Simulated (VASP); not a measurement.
Input of a VASP 6.6.1 run:

File INCAR:

```
  ALGO = Normal
  EDIFF = 1E-7
  EDIFFG = -0.01
  ENCUT = 600
  GGA = PE
  IBRION = 2
  ISIF = 4
  ISMEAR = 0
  IVDW = 12
  LASPH = T
  LCHARG = F
  LREAL = F
  LWAVE = F
  NELM = 80
  NSW = 40
  PREC = Accurate
  SIGMA = 0.03
```

File KPOINTS:

```
k-points
0
Gamma
  12 12 6
```

File POSCAR:

```
AlN                                     
1.0
    3.0652623697      0.0000000000     -0.0000000000
   -1.5326311849      2.6545950814      0.0000000000
    0.0000000000      0.0000000000      4.9084989951
  Al              N             
     2     2
Direct
     0.3333333332999970    0.6666666667000030    0.9990618219442239
     0.6666666667000030    0.3333333332999970    0.4990618219442238
     0.3333333332999970    0.6666666667000030    0.3809381780557788
     0.6666666667000030    0.3333333332999970    0.8809381780557787
```

Potentials or basis: VASP PAW PBE potentials, release 64 (Al, N).

Command:

```console
$ cat potpaw_PBE.64/Al/POTCAR potpaw_PBE.64/N/POTCAR > POTCAR
$ mpirun -np 1 vasp_std > vasp.out
```

What does it give for the band gap on the k mesh?

4.58 eV, direct.

Predict the dispersion energy per atom.

-0.281 eV.

Estimate the energy gained by relaxing.

0.1 meV/atom.

Step by step:
```
step  energy change (eV)  largest force (eV/Å)  pressure (GPa)
   1              0.0000                0.0165            9.00
   2             -0.0002                0.0230            8.96
   3             -0.0002                0.0262            8.95
   4             -0.0002                0.0203            8.93
   5             -0.0002                0.0010            8.94
```

A k mesh can miss the band edges.
